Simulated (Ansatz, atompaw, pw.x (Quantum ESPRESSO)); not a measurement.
**What a changed setting does to a pw.x run (bcc Si)**

Potential: PAW, atompaw 4.2.0.5, PBE; core [Ne], reference 3s1 3p3; waves: 3s (bound): rc 2.20 bohr; 3s channel at -0.05 Ry: rc 2.76 bohr; 3p (bound): rc 2.76 bohr; 3p channel at 0.85 Ry: rc 2.76 bohr; local part: vpsmatchnc scheme with l = 2 at 0 Ry, radius 2.50 bohr; core correction: smooth core density matched at 2.14 bohr; augmentation: besselshape compensation charge, radius 2.70 bohr; PAW radius 2.76 bohr; waves and projectors: custom rrkj vanderbiltortho.

The reference run (k-mesh 15³, cutoffs 40/400 Ry, Fermi–Dirac 0.01 Ry, mixing_beta 0.4, conv_thr 1e-9, no spin) gives 1.49 GPa at 14.593 Å³/atom, where all-electron LAPW gives 0.35 GPa. This run, with its own iteration cap, changes mixing_mode to local-TF.

```
&control
  calculation='scf', prefix='x', pseudo_dir='./', outdir='./tmp', tstress=.true., disk_io='none'
/
&system
  ibrav=0, nat=1, ntyp=1, ecutwfc=40, ecutrho=400, nbnd=9,
  occupations='smearing', smearing='fd', degauss=0.01
/
&electrons
  conv_thr=1e-09, mixing_beta=0.4, electron_maxstep=50, mixing_mode='local-TF'
/
ATOMIC_SPECIES
Si 1.0 Si.UPF
CELL_PARAMETERS angstrom
  -1.53943562 1.53943562 1.53943562
  1.53943562 -1.53943562 1.53943562
  1.53943562 1.53943562 -1.53943562
ATOMIC_POSITIONS crystal
Si 0.0000 0.0000 0.0000
K_POINTS automatic
15 15 15 0 0 0
```

```bash
pw.x < Si.scf.in > Si.scf.out
```

Problem. How does the run end?

Solution. It converges in 9 iterations; the free energy moves by +0.0 meV/atom and the pressure by +0.00 GPa. The result is that of the reference run.

```
Message from routine setup:
     using ibrav=0 with symmetry is DISCOURAGED, use correct ibrav instead
     lattice parameter (alat)  =       5.0387  a.u.
     unit-cell volume          =      98.4784 (a.u.)^3
     number of electrons       =         4.00
     number of Kohn-Sham states=            9
     kinetic-energy cutoff     =      40.0000  Ry
     charge density cutoff     =     400.0000  Ry
     scf convergence threshold =      1.0E-09
     Exchange-correlation= SLA PW PBX PBC
     number of k points=   120  Fermi-Dirac smearing, width (Ry)=  0.0100
     iteration #  1     ecut=    40.00 Ry     beta= 0.40
     total energy              =     -46.69649523 Ry
     estimated scf accuracy    <       0.00092784 Ry
     iteration #  2     ecut=    40.00 Ry     beta= 0.40
     total energy              =     -46.69638794 Ry
     estimated scf accuracy    <       0.00052941 Ry
     iteration #  3     ecut=    40.00 Ry     beta= 0.40
     total energy              =     -46.69652026 Ry
     estimated scf accuracy    <       0.00003658 Ry
     [... 3 iterations left out ...]
     iteration #  7     ecut=    40.00 Ry     beta= 0.40
     total energy              =     -46.69647774 Ry
     estimated scf accuracy    <          5.9E-09 Ry
     iteration #  8     ecut=    40.00 Ry     beta= 0.40
     total energy              =     -46.69647774 Ry
     estimated scf accuracy    <          2.3E-09 Ry
     iteration #  9     ecut=    40.00 Ry     beta= 0.40
     the Fermi energy is    10.3598 ev
!    total energy              =     -46.69647774 Ry
     estimated scf accuracy    <          3.4E-11 Ry
     smearing contrib. (-TS)   =      -0.00185803 Ry
     The total energy is F=E-TS. E is the sum of the following terms:
     one-electron contribution =       5.07586519 Ry
     hartree contribution      =       0.03411059 Ry
     xc contribution           =      -2.47351525 Ry
     ewald contribution        =     -10.00782043 Ry
     one-center paw contrib.   =     -39.32325982 Ry
     convergence has been achieved in   9 iterations
          total   stress  (Ry/bohr**3)                   (kbar)     P=       14.94
     Message from routine punch:
     Nothing written, as per user request (disk_io='none')
```

The run took about 9.3 s on one core of a shared host (Intel(R) Xeon(R) Platinum 8124M CPU @ 3.00GHz, 72 threads, 138 GiB, load 13).
